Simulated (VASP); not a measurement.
The system is GaN.

```
Ga N
1.0
     3.18000    0.00000    0.00000
    -1.59000    2.75396    0.00000
     0.00000    0.00000    5.16600
Ga N
2 2
Direct
  0.66667 0.33333 0.50000
  0.33333 0.66667 0.00000
  0.66667 0.33333 0.87500
  0.33333 0.66667 0.37500
```

Base run:

```yaml
Program: VASP 6.6.1
Functional: HSE06
Potentials_or_basis: VASP PAW PBE potentials, release 64 (Ga_d, N)
Cutoff: 520 eV
k_mesh: 6 × 6 × 4
Occupations: gaussian, width 0.02 eV
Spin: no spin polarisation
```

Its results: band gap on the k mesh 3.27 eV, direct; pressure 0.9 GPa; largest force 0.154 eV/Å.

Problem. The run is repeated on the same cell with these changes: functional from HSE06 to PBE0. What comes out?

Solution. Band gap on the k mesh 3.96 eV, direct; pressure 0.9 GPa; largest force 0.154 eV/Å.

Caveats: the PAW data sets were made with another functional, which shifts forces and pressure a little.
